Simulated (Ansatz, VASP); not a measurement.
## FeSi: VASP beside Ansatz

File INCAR:

```
SYSTEM = FeSi
PREC = Accurate
ENCUT = 520
EDIFF = 1E-6
ISMEAR = 0
SIGMA = 0.05
LREAL = .False.
LASPH = .True.
NELM = 80
ALGO = Normal
ISIF = 2
LWAVE = .False.
LCHARG = .False.
GGA = CA
NBANDS = 13
```

KPOINTS

```
regular mesh
0
Gamma
  16 16 16
  0 0 0
```

Contents of POSCAR:

```
FeSi
1.0
    2.7447387141      0.0000000000      0.0000000000
    0.0000000000      2.7447387141      0.0000000000
    0.0000000000      0.0000000000      2.7447387141
Fe Si
1 1
Direct
    0.5000000000      0.5000000000      0.5000000000
    0.0000000000      0.0000000000      0.0000000000
```

Input for Ansatz:

```yaml
crystal:
  lattice:
    - [2.7447387141, 0.0, 0.0]
    - [0.0, 2.7447387141, 0.0]
    - [0.0, 0.0, 2.7447387141]
  atoms:
    - { symbol: Fe, position: [0.5, 0.5, 0.5] }
    - { symbol: Si, position: [0.0, 0.0, 0.0] }
basis:
  ecutwfc: 420
  ecutrho_ratio: 4
kpoints:
  mp_grid: { grid: [16, 16, 16] }
hamiltonian:
  xc: lda
scf:
  occupations: { method: gaussian, width: 0.05 }
output:
  forces: true
  stress: true
  eigenvalues: true
```

Alike in both runs: task single point; functional LDA; k mesh 16 × 16 × 16; occupations gaussian, width 0.05 eV; no spin polarisation.

|  | VASP | Ansatz |
| --- | --- | --- |
| version | VASP 6.6.1 | Ansatz 0.2.0 |
| potentials or method | VASP PAW LDA potentials, release 64 (Fe, Si) | scalar-relativistic, plane waves, PAW |
| plane-wave cutoff (eV) | 520 | 420 |
| valence electrons in the cell | 12 | 20 |

```tsv
	VASP	Ansatz	Ansatz less VASP
gap on the k mesh at the Fermi level (eV)	none	none	-
pressure (GPa)	-8.9	-9.7	-0.85
```

A gap of «none» marks a metal or a gap that the smearing closes. The two sets of potentials don't hold the same shells in valence.

Spin polarisation is off, so any magnetic state and its effect on volume and gap are missing.
